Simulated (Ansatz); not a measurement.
Co:

```xyz
4
Lattice="2.4706 0.0000 0.0000 -1.2353 2.1396 0.0000 0.0000 0.0000 8.0882" Properties=species:S:1:pos:R:3 pbc="T T T"
Co    1.2425    0.6991    6.0085
Co   -0.0286    0.0043    4.0137
Co   -0.0004    1.4878    2.0557
Co    0.0430   -0.0039   -0.0538
```

The cell isn't the ideal one: atoms moved at random, drawn with an rms of 0.05 Å.

A run of Ansatz 0.2.0 on this cell left the log below. Logs are shortened: lines on timing, memory, paths and dates and some standing lists are left out, and cuts for length are marked.

```text
Warning: RAYON_NUM_THREADS=2 ignored (pool sized by the plan → 2); use --threads N
Engine: ansatz 0.2.0, aarch64-unknown-linux-gnu
Pseudopotentials: kind: paw
Pseudopotential: Co, paw, valence charge 17, recommended cutoff 420 eV (normal), Co.paw.azcp
Functional definition: PBEsol
  exchange = pbesol_x
  correlation = pbesol_c
Crystal: 4 atoms, lattice volume = 42.754 Å³
Basis set: ecut = 420 eV, 813 PW (Γ), exchange–correlation on 36×36×120 points (8 copies of the dense FFT grid, shifted against one another)
Bands: 46, of which v1, the nominal top of the filled ones, is band 34 counted from 1 (33 counted from 0)
Symmetry: 1 space group operations
Space group: P1 (ITA 1), of the structure as read, at distance tolerance 3.5e-5 Å
Magnetic group: BNS 1.1 (UNI 1), of the structure as read, at distance tolerance 3.5e-5 Å
k-points: 292 of 576 (time reversal used)
Non-local potential: Co, projectors of the file, l = 0: 3, l = 1: 2, l = 2: 3, l = 3: 1
PAW form: soft (Blöchl's): semilocal exchange-correlation on the pseudo side does not see the compensation charge
PAW frozen core: Co, regenerated for the run's functional, and the local potential with it (the file was generated under x = pbe(κ = 0.804, μ = 0.2195149727645171), c = pbe(β = 0.06672455060314922))
PAW one-centre angular grid: Co, 590 points (default); XC on 64 Gauss nodes
Initial density: superposition of atomic densities (chi_scale 0.1, normalization cell)
Starting moments: Σ|m| = 8 μB on 4 of 4 sites
Initial wavefunctions: pseudopotential atomic-orbital guess
Functional: x = pbesol(κ = 0.804, μ = 0.12345679012345678), c = pbesol(β = 0.046)
[... 30 lines left out ...]
Entropy (-TS):   -0.033185 eV (-8.296 meV/atom)
Fermi energy:    18.915550 eV
--- Per-component energies (eV) ---
  E_band       = -960.500545
  E_kinetic    = 1816.358375
  E_local      = -11266.115233  (includes V_loc(G=0)·N_el)
  E_nonlocal   = 1822.294627
  E_hartree    = 4716.310064
  E_xc         = -631.491635
  E_vxc        = -818.697586  (∫ρ·V_xc dr)
  E_paw        = -5929.854506  (= ΣΔE_a)
  E_vpaw       = -1946.963068  (= ΣTr[D̂ρ^β])
  E_aug_tail   = 0.000253  (compensation charges beyond the density's cutoff)
  E_ewald      = -10900.105568
  E_core_change = 0.753677  (= ΣΔE_core)
  E_smearing   = -0.033185  (= −TS)
  E_closure    = -0.000000  (closes the sum)
  Σ components = -20371.883131   (vs F -20371.883131, Δ=0.00e0)
--- Forces (eV/Å), atoms counted from 1 ---
  atom   1  Co     0.00281102     0.05483594     0.37637423
  atom   2  Co     0.10369635     0.05179817     0.07668725
  atom   3  Co    -0.00169517    -0.14497724    -0.67100906
  atom   4  Co    -0.10481209     0.03834462     0.21797498
  max |Σ_I F_I| component: 2.74e-5 eV/Å
--- Stress (GPa, compression-positive) ---
       -3.310897      -0.010472      -0.017239
       -0.010472      -4.979155       0.277971
       -0.017239       0.277971      -7.297577
  P = ⅓ Tr σ = -5.1959 GPa (-51.959 kbar)
--- Band table (eV; the first three rows and the last of 584) ---
  k-point 0 ↑: bands = ["-76.9457", "-76.9184", "-76.8920", "-76.8727", "-40.4935", "-40.3534", "-40.2789", "-40.1762", "-40.1744", "-40.1526", "-40.1496", "-40.1416", "-40.1363", "-40.1292", "-40.1197", "-40.1132", "9.6658", "11.8655", "11.9573", "13.5505", "15.7290", "15.8853", "16.0802", "16.0825", "16.1136", "16.1422", "16.1753", "16.3864", "16.3962", "16.4550", "16.4720", "17.0565", "17.1416", "17.4068", "17.4336", "17.7332", "17.7642", "18.1003", "18.2030", "18.4751", "25.0525", "33.3155", "33.7614", "40.5890", "41.1949", "42.0924"]
  k-point 1 ↑: bands = ["-76.9448", "-76.9211", "-76.8885", "-76.8745", "-40.4820", "-40.3895", "-40.2427", "-40.1757", "-40.1735", "-40.1566", "-40.1538", "-40.1430", "-40.1381", "-40.1286", "-40.1204", "-40.1147", "9.8206", "11.0173", "12.7720", "13.5096", "15.8158", "16.0508", "16.0986", "16.1047", "16.1316", "16.1719", "16.1800", "16.3408", "16.3528", "16.4127", "16.4303", "17.1149", "17.1930", "17.3594", "17.3916", "17.7984", "17.8298", "17.8999", "18.0624", "18.1551", "25.9397", "30.6570", "36.5562", "40.6737", "41.0784", "41.8343"]
  k-point 2 ↑: bands = ["-76.9437", "-76.9236", "-76.8841", "-76.8774", "-40.4606", "-40.4260", "-40.2061", "-40.1764", "-40.1720", "-40.1708", "-40.1565", "-40.1505", "-40.1364", "-40.1248", "-40.1212", "-40.1170", "10.2000", "10.3743", "13.2894", "13.3320", "15.9062", "16.0460", "16.1327", "16.1380", "16.2208", "16.2277", "16.2741", "16.2870", "16.3592", "16.3742", "16.7500", "16.9078", "17.2258", "17.2530", "17.2772", "17.3278", "17.8741", "17.9468", "18.0004", "18.0679", "27.7399", "28.3262", "39.2525", "39.8120", "40.8359", "41.0346"]
  k-point 291 ↓: bands = ["-74.8238", "-74.8013", "-74.7980", "-74.7684", "-38.4794", "-38.4455", "-38.4298", "-38.4050", "-38.2640", "-38.2540", "-38.2390", "-38.2043", "-38.1977", "-38.1756", "-38.1631", "-38.1490", "14.7310", "14.8543", "14.8979", "15.0453", "15.6331", "15.7821", "17.0012", "17.1454", "17.9348", "17.9825", "18.0411", "18.1846", "18.5936", "18.7051", "19.7070", "19.8231", "20.1397", "20.1884", "20.2877", "20.2928", "21.2355", "21.3301", "22.3271", "22.4305", "26.9948", "27.2749", "28.9183", "28.9960", "34.0179", "34.0721"]
```

**Question.** Write the input and the command behind it.

**Answer.** Single point with PBEsol, collinear spin, ferromagnetic start. The files as run (others can give the same):

input.yaml
```yaml
crystal:
  lattice:
    - [2.4705617809, 0.0, 0.0]
    - [-1.2352808905, 2.1395692639, 0.0]
    - [0.0, 0.0, 8.0882338]
  atoms:
    - { symbol: Co, position: [0.666292, 0.326734, 0.742874], spin: 2.0 }
    - { symbol: Co, position: [-0.01058, 0.002001, 0.496243], spin: 2.0 }
    - { symbol: Co, position: [0.347506, 0.695356, 0.254161], spin: 2.0 }
    - { symbol: Co, position: [0.016481, -0.001814, -0.006647], spin: 2.0 }
hamiltonian:
  xc: pbesol
  pseudopotentials: { kind: paw }
magnetization:
  spin_polarized: true
kpoints:
  mp_grid: { grid: [12, 12, 4] }
scf:
  occupations: { method: fermi_dirac, width: 0.05 }
output:
  forces: true
  stress: true
  eigenvalues: true
  write_density: true
  write_potential: true
  elf: true
  volumetric_format: npy
```

Potentials or basis: Ansatz PAW.
The run is started by
```bash
$ ansatz run input.yaml --threads 2 --pin off --max-ram 5632MiB --backend cpu --events-out ev --progress --plain --runs-dir out
```

Caveat: the PAW data sets come from PBE, with cores solved anew for the run's functional, which leaves a small shift of forces and pressure.
